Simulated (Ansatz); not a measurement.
# CuO: relax at fixed volume, BLYP + D3(BJ) +U (Cu: 4.0 eV), ferromagnetic start (computed with Ansatz 0.2.0, plane waves, PAW)

```
Cu O
1.0
     2.28628   -1.91975    0.12725
     2.28628    1.91975    0.12725
    -0.55116    0.00000    5.39178
Cu O
2 2
Direct
  0.00000 0.50000 0.00000
  0.50000 0.00000 0.50000
  0.51864 0.48136 0.25000
  0.48136 0.51864 0.75000
```

Run with:

```bash
ansatz run input.yaml --threads 4 --pin off --max-ram 8192MiB --backend cpu --events-out ev --progress --plain --runs-dir out
```

Input file:

```yaml
crystal:
  lattice:
    - [2.2862830119, -1.919753036, 0.1272461623]
    - [2.2862830119, 1.919753036, 0.1272461623]
    - [-0.5511594127, 0.0, 5.3917765155]
  atoms:
    - { symbol: Cu, position: [0.0, 0.5, 0.0], spin: 0.64 }
    - { symbol: Cu, position: [0.5, 0.0, 0.5], spin: 0.64 }
    - { symbol: O, position: [0.5186441805, 0.4813558195, 0.25] }
    - { symbol: O, position: [0.4813558195, 0.5186441805, 0.75] }
basis:
  ecutwfc: 420
  ecutrho_ratio: 4
kpoints:
  mp_grid: { grid: [8, 8, 6] }
hamiltonian:
  xc: blyp
  dispersion: d3bj
  hubbard:
    sites:
      - { species: Cu, l: d, u_eff: 4.0, starting_ns: start.occupation_matrices }
    ns_hold: { iters: 6 }
scf:
  occupations: { method: gaussian, width: 0.05 }
  lower_state_search: "off"
output:
  forces: true
  stress: true
  eigenvalues: true
  populations: true
magnetization:
  spin_polarized: true
relax:
  f_tol: 0.04
  max_steps: 40
  cell: { stress_tol: 0.4, fix: [volume] }
```

The occupation-matrix file comes from the run at the neighbouring volume.

Output (shortened):

```
Cu: projections on atomic orbitals take those of the free atom [Ne] 3s2 3p6 3d10 4s1, of charge +0.00 (hamiltonian.pseudopotentials.projection_atoms); the dataset's partial waves leave at most 2.0e-6 of an orbital's norm unspanned inside its sphere
O: projections on atomic orbitals take those of the free atom [He] 2s2 2p4, of charge +0.00 (hamiltonian.pseudopotentials.projection_atoms); the dataset's partial waves leave at most 1.9e-8 of an orbital's norm unspanned inside its sphere
hamiltonian.hubbard.sites[].starting_ns: atoms 0, 1 take their starting occupation matrices from start.occupation_matrices, whose run converged (SHA-256 )
Engine: ansatz 0.2.0, aarch64-unknown-linux-gnu
Crystal: 4 atoms, lattice volume = 47.599 Å³
[…]
--- Forces (eV/Å), atoms counted from 1 ---
  atom   1  Cu     0.00000000     0.00000000     0.00000000
  atom   2  Cu     0.00000000    -0.00000000     0.00000000
  atom   3  O     -0.00000000     0.00122197    -0.00000000
  atom   4  O      0.00000000    -0.00122197     0.00000000
--- Stress (GPa, compression-positive) ---
       -8.506889       0.000000       0.001732
        0.000000      -7.826451      -0.000000
        0.001641      -0.000000      -8.244806
  P = ⅓ Tr σ = -8.1927 GPa (-81.927 kbar)
--- Relaxed structure (5 steps of the walk, 5 accepted, 2 SCFs on fresh bases) ---
  F+E_penalty+E_count = -14405.32274012 eV   max|allowed force component| = 1.222e-3 eV/Å   (the final SCF, on the basis selected at the relaxed cell)
  cell:  # Å, volume = 47.5994 Å³
    - [2.15568839964403, -2.0848155544015303, 0.16776713677169558]
    - [2.15568839964403, 2.0848155544015303, 0.16776713677169566]
    - [-0.41695810231062547, 9.070838219583975e-17, 5.263177841184634]
  atoms:
    - { symbol: Cu, position: [2.3852447794681098e-17, 0.49999999999999994, 0.0] }
    - { symbol: Cu, position: [0.5, -2.0816681711721685e-17, 0.5] }
    - { symbol: O, position: [0.500405547944277, 0.49959445205572284, 0.25000000000000006] }
    - { symbol: O, position: [0.4995944520557229, 0.5004055479442772, 0.7500000000000001] }
--- Löwdin populations: 4 sites ---
  site symbol       q [e]    m [muB]
     0     Cu     17.9796     0.4981
     1     Cu     17.9796     0.4981
     2      O      6.9138     0.4279
     3      O      6.9138     0.4279
  spilling = 0.004264 (of n_electrons = 50.000000)
```

In short: gap on the mesh zero (metallic on this mesh); pressure -8.2 GPa; largest spin moment of an atom 0.57 μB, counted in the atom's sphere (Löwdin populations divide the density otherwise); dispersion energy -2.086 eV a cell; final cell a = 3.004 Å, b = 3.004 Å, c = 5.280 Å, α = 90.06°, β = 90.06°, γ = 87.91°; this cell is a step in a search for zero pressure at this level, not its equilibrium.

Time: 100 s on 4 threads of Arm Neoverse N1, on a shared host, peak memory 0.64 GiB.

Caveats: filled bands differ between k-points; not tested for a lower state; only parallel moments were run, and the real order may differ, which changes gaps; state of the open shells carried from another run; the cell typed comes from this study's own search for zero pressure; the run has a pressure over 8 GPa or diagonal stresses over 5 GPa apart.
